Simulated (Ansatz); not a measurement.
**How much do the gradients of TaN depend on the method?**

Cell: a structure deposited in the COD, whose atoms a relaxation with PBE at fixed cell left in place.

```xyz
6
Lattice="5.1850 0.0000 0.0000 -2.5925 4.4903 0.0000 0.0000 0.0000 2.9080" Properties=species:S:1:pos:R:3 pbc="T T T"
Ta    0.0000    0.0000    0.0000
Ta    0.0000    2.9936    1.4540
Ta    2.5925    1.4968    1.4540
N     2.5925    0.0000    0.0000
N     1.2962    2.2452    0.0000
N    -1.2962    2.2452    0.0000
```

Atom numbers follow the list; atoms alike are taken as one site, whose name carries the number of the first.

First run. Method: Kohn–Sham DFT in Ansatz, PBE, plane waves and PAW, scalar-relativistic, collinear spin, 420 eV cutoff, Γ-centred 10×10×16 k-points, Fermi–Dirac smearing 0.05 eV. Start moments as typed (μB): 2 on each Ta, none on the rest.

```tsv
site	atom	V_zz (10²¹ V/m²)	η
Ta1	1	-46.4	0.00
Ta2	2	-38.2	0.00
N	4	2.93	0.80
```

Second run. The same atoms and settings, except that the functional is PBEsol.

Task: What does the second run give?

Result: 

```json
{"site": "Ta1", "atom": "1", "V_zz": "-45.7", "η": "0.00", "change of V_zz": "+0.74"}
{"site": "Ta2", "atom": "2", "V_zz": "-37.9", "η": "0.00", "change of V_zz": "+0.31"}
{"site": "N", "atom": "4", "V_zz": "2.96", "η": "0.78", "change of V_zz": "+0.03"}
```

The largest change of V_zz is on Ta1, from -46.4 to -45.7. In per cent, |V_zz| changes by -2 to -1 on Ta, +1 on N (all sites that start above 2).

With no gap above 0.1 eV, as in a metal, the gradients converge slowly in k; expect changes of a tenth or more on a denser mesh. Without spin–orbit coupling the gradients at and beside Ta can be off by some per cent, at some sites by more. The start moments die out, and the run ends without spin.
For the first run: At this cell the PBE pressure is 10 GPa, so with PBE the cell would grow if it were relaxed. The entry's cell may itself be off. With these PAW files V_zz is typically within 2 to 3 % of all-electron values, but misses above 10 % occur on Ta.
